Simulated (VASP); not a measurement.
## Co under changes of volume

One of the cells (10.544 Å³/atom); the others are scaled copies at fixed shape and fractional positions:

```
CELL_PARAMETERS angstrom
2.47114 0.00000 0.00000
-1.23557 2.14007 0.00000
0.00000 0.00000 3.98778
ATOMIC_POSITIONS crystal
Co 0.66667 0.33333 0.75000
Co 0.33333 0.66667 0.25000
```

* Program: VASP 6.6.1
* Functional: PBE
* Dispersion: D3(BJ)
* Potentials or basis: VASP PAW PBE potentials, release 64 (Co)
* Cutoff: 520 eV
* k mesh: 10 × 10 × 6
* Occupations: fermi-dirac, width 0.05 eV
* Spin: collinear spin, ferromagnetic start
* Starting moments: [2.0, 2.0] μB

```tsv
volume (Å³/atom)	energy over the lowest point (meV/atom)	pressure (GPa)	moment (μB per cell)
10.123	?	?	?
10.334	3.28	4.8	3.24
10.544	0.00	0.0	3.27
10.755	2.80	-4.3	3.30
10.966	11.09	-8.2	3.31
```

**Question.** What does the run at 10.123 Å³/atom give?

**Answer.** Energy over the lowest point 13.14 meV/atom; pressure 10.0 GPa; moment 3.18 μB per cell.

Worked out: A Birch-Murnaghan fit of order 2 (a polynomial in V^(-2/3)) to the other rows has its minimum at 10.55 Å³/atom with B0 = V·E''(V) = 230 GPa at fixed shape and positions, which overstates the stiffness. It gives 13.28 meV/atom at 10.123 Å³/atom, against the run's 13.14, and -dE/dV = 10.3 GPa, against 10.0. A parabola through the other rows of the moment, of slope 0.233 μB per Å³/atom there, extrapolates to 3.19 μB, against the run's 3.18.

Energies are extrapolated to zero smearing.

Caveats: pairwise dispersion overbinds metals, which lowers pressure and volume.
